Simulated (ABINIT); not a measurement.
# Sn (I4_1/amd) in ABINIT: settings compared, part 2 of 2

ABINIT 10.8.3 (patched build). The steps go on from the part before.

### 4 Band structure, LDA

The input, run.abi:

```
# Datasets: ground state, then fixed potential
ndtset 2

# Pseudopotentials
pp_dirpath "./"
pseudos "Sn.LDA_PW-JTH_sp.xml"

# Structure
acell 8.4186437008 8.4186437008 8.4186437008
rprim
    -0.6599709438     0.6599709438     0.3589940205
     0.6599709438    -0.6599709438     0.3589940205
     0.6599709438     0.6599709438    -0.3589940205
ntypat 1
znucl 50
natom 2
typat 1 1
xred
     0.0000000000     0.0000000000     0.0000000000
     0.7500000000     0.2500000000     0.5000000000

# Plane-wave basis
ecut 408.170794 eV
pawecutdg 30.0

# Exchange and correlation
ixc 7

# Bands and occupations
occopt 3
tsmear 0.05 eV

# SCF cycle
nstep 100

# Output
iomode 3
prtwf 0
prteig 0
prtebands 0
prtden1 1

# Dataset 1
kptopt1 1
ngkpt1 9 9 9
nshiftk1 1
shiftk1 0.0 0.0 0.0
nband1 8
tolvrs1 1.0e-9

# Dataset 2: bands along G-X-M-G-Z-P-N-Z1-M
iscf2 -2
getden2 1
nband2 12
nbdbuf2 2
tolwfr2 1.0e-12
kptopt2 -8
ndivsm2 6
prteig2 1
prtvol2 -3
kptbounds2
     0.0000000000     0.0000000000     0.0000000000
     0.0000000000     0.0000000000     0.5000000000
    -0.5000000000     0.5000000000     0.5000000000
     0.0000000000     0.0000000000     0.0000000000
     0.3239715651     0.3239715651    -0.3239715651
     0.2500000000     0.2500000000     0.2500000000
     0.0000000000     0.5000000000     0.0000000000
    -0.3239715651     0.6760284349     0.3239715651
    -0.5000000000     0.5000000000     0.5000000000
```

Potentials or basis: JTH PAW LDA v2.0 sp.

Launch:

```console
$ abinit run.abi > log 2>&1
```

It took 29 s on 1 thread of Arm Neoverse V1, shared host; peak memory 0.11 GiB.

It converged, with:

```
Free energy                                           : -200.1296 eV
Pressure                                              : -2.8 GPa
Band gap on the k mesh                                : none (metal or under the smearing width)
Valence electrons inside the program's atomic spheres : Sn 2.44, 2.43 (radii [1.4296] Å)
```

Stress tensor (GPa, compression positive):
```
-2.69  0.00  0.00
 0.00 -2.69  0.00
 0.00  0.00 -3.04
```

Levels at the corners of the path, in eV from the Fermi level:
```csv
point,band 2,band 3,band 4,band 5,band 6,band 7
Γ,-3.85,-1.91,-1.91,3.10,6.15,6.15
X,-8.84,0.59,0.59,1.52,1.52,6.02
M,-7.62,-4.67,-4.67,5.03,5.03,9.12
Γ,-3.85,-1.91,-1.91,3.10,6.15,6.15
Z,-5.64,-2.97,-2.83,-2.83,2.90,5.56
P,-6.04,-3.43,-3.43,3.53,3.53,3.85
N,-5.37,-2.39,-1.64,-1.08,2.33,2.82
Z1,-5.64,-2.97,-2.83,-2.83,2.90,5.56
M,-7.62,-4.67,-4.67,5.03,5.03,9.12
```

Caveat: spin-orbit coupling is left out, which moves the levels of the heavy elements; this set keeps more shells in the core, which shifts pressures and gaps.

### 5 Band structure, PBEsol, spin-orbit coupling, no magnetisation

The input, run.abi:

```
ndtset 2

pp_dirpath "./"
pseudos "Sn.GGA_PBE-JTH_sp.xml"

acell 3*1.0 Angstrom
rprim
    -2.9401404553     2.9401404553     1.5993019889
     2.9401404553    -2.9401404553     1.5993019889
     2.9401404553     2.9401404553    -1.5993019889
ntypat 1
znucl 50
natom 2
typat 1 1
xred
     0.0000000000     0.0000000000     0.0000000000
     0.7500000000     0.2500000000     0.5000000000

ecut 15.0
pawecutdg 30.0

ixc -116133

occopt 3
tsmear 0.00183747

nspinor 2
nspden 1
pawspnorb 1

nstep 100

iomode 3
prtwf 0
prteig 0
prtebands 0
enunit 1
prtden1 1

kptopt1 4
ngkpt1 9 9 9
nshiftk1 1
shiftk1 0.0 0.0 0.0
nband1 16
tolvrs1 1.0e-9

iscf2 -2
getden2 1
nband2 24
nbdbuf2 2
tolwfr2 1.0e-12
kptopt2 -8
ndivsm2 6
prteig2 1
prtvol2 -3
kptbounds2
     0.0000000000     0.0000000000     0.0000000000
     0.0000000000     0.0000000000     0.5000000000
    -0.5000000000     0.5000000000     0.5000000000
     0.0000000000     0.0000000000     0.0000000000
     0.3239715651     0.3239715651    -0.3239715651
     0.2500000000     0.2500000000     0.2500000000
     0.0000000000     0.5000000000     0.0000000000
    -0.3239715651     0.6760284349     0.3239715651
    -0.5000000000     0.5000000000     0.5000000000
```

Potentials or basis: JTH PAW PBE v2.0 sp.

Launch:

```console
$ abinit run.abi > log 2>&1
```

Wall time 2.5 min (1 thread of Arm Neoverse V1, shared host); peak memory 0.18 GiB.

Results (log left out):

| Quantity | Value |
| --- | --- |
| Free energy | -196.7722 eV |
| Band gap on the k mesh | none (metal or under the smearing width) |
| Valence electrons inside the program's atomic spheres | Sn 2.42, 2.41 (radii [1.4296] Å) |

Levels at the corners of the path, in eV from the Fermi level:
| point | band 4 | band 5 | band 6 | band 7 | band 8 | band 9 | band 10 | band 11 | band 12 | band 13 |
| --- | --- | --- | --- | --- | --- | --- | --- | --- | --- | --- |
| Γ | -3.73 | -2.13 | -2.13 | -1.75 | -1.75 | 2.95 | 2.95 | 5.74 | 5.74 | 6.48 |
| X | -8.82 | 0.54 | 0.54 | 0.54 | 0.54 | 1.54 | 1.54 | 1.54 | 1.54 | 6.06 |
| M | -7.56 | -4.74 | -4.74 | -4.74 | -4.74 | 5.02 | 5.02 | 5.02 | 5.02 | 9.22 |
| Γ | -3.73 | -2.13 | -2.13 | -1.75 | -1.75 | 2.95 | 2.95 | 5.74 | 5.74 | 6.48 |
| Z | -5.58 | -3.10 | -3.10 | -2.91 | -2.91 | -2.79 | -2.79 | 2.96 | 2.96 | 5.44 |
| P | -5.94 | -3.52 | -3.52 | -3.46 | -3.46 | 3.37 | 3.37 | 3.56 | 3.56 | 3.85 |
| N | -5.36 | -2.36 | -2.36 | -1.73 | -1.73 | -1.06 | -1.06 | 2.21 | 2.21 | 2.85 |
| Z1 | -5.58 | -3.10 | -3.10 | -2.91 | -2.91 | -2.79 | -2.79 | 2.96 | 2.96 | 5.44 |
| M | -7.56 | -4.74 | -4.74 | -4.74 | -4.74 | 5.02 | 5.02 | 5.02 | 5.02 | 9.22 |

Caveat: the cutoff is too short for stress, so the log's stress isn't used; the PAW data sets were made with another functional, which shifts forces and pressure a little; this set keeps more shells in the core, which shifts pressures and gaps.

### 6 Overview

| level | potentials or basis | spin | gap on the mesh (eV) |
| --- | --- | --- | --- |
| RPBE | JTH PAW PBE v2.0 | off | none |
| LDA | JTH PAW LDA v2.0 sp | off | none |
| PBEsol | JTH PAW PBE v2.0 sp | SOC, no magnetisation | none |

Alike in all rows: task band structure; cell as given; k mesh 9 × 9 × 9; cutoff (eV) 408; smearing fermi-dirac 0.05 eV.

Caveats: the PAW data sets were made with another functional, which shifts forces and pressure a little (some runs); spin-orbit coupling is left out, which moves the levels of the heavy elements (some runs); this set keeps more shells in the core, which shifts pressures and gaps (some runs).

Absolute energies hang on the potentials; compare differences alone.
